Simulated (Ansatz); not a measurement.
Fluorite SrF2, treated with PBEsol in Ansatz (PAW).

Numerical settings: plane-wave cutoff 520 eV, 10×10×10 k mesh, Fermi–Dirac smearing 0.01 eV, scalar-relativistic PAW data made under PBE.

Energies at three volumes about the minimum:

```
V (Å³/atom)  E − E_lowest (meV/atom)
-----------  -----------------------
15.591                          1.50
15.909                          0.00
16.228                          1.40
```

Problem. Fit a parabola by hand: where is the minimum, what lattice constant follows, and what is the bulk modulus?

Solution. Slopes: (0.00 − 1.50)/(15.909 − 15.591) = -4.717 and (1.40 − 0.00)/(16.228 − 15.909) = 4.389 meV/Å³. Curvature E″ = 2 × (4.389 − (-4.717))/(16.228 − 15.591) = 28.590 meV/Å⁶. From the middle of the first interval, the slope vanishes at V0 = 15.7500 − (-4.717)/28.590 = 15.915 Å³/atom. B = V0 E″ = 15.915 × 28.590 meV/Å³ × 0.1602 GPa per meV/Å³ = 72.9 GPa. With 12 atoms in the cube, a = (12 × 15.915)^(1/3) = 5.759 Å. The full Birch–Murnaghan fit to all volumes gives V0 = 15.909 Å³/atom and B0 = 72.9 GPa.

Measured, for comparison: bulk modulus 69 GPa (temperature not stated, no zero-point or thermal correction; as tabulated in On the Morphology of Group II Metal Fluoride Nanocrystals at Finite Temperature …). Computed less measured: bulk modulus +6 %. A static lattice is as a rule a little smaller and stiffer than an uncorrected measurement, which can account for part of this in the bulk modulus.

Ansatz is an electronic-structure program.
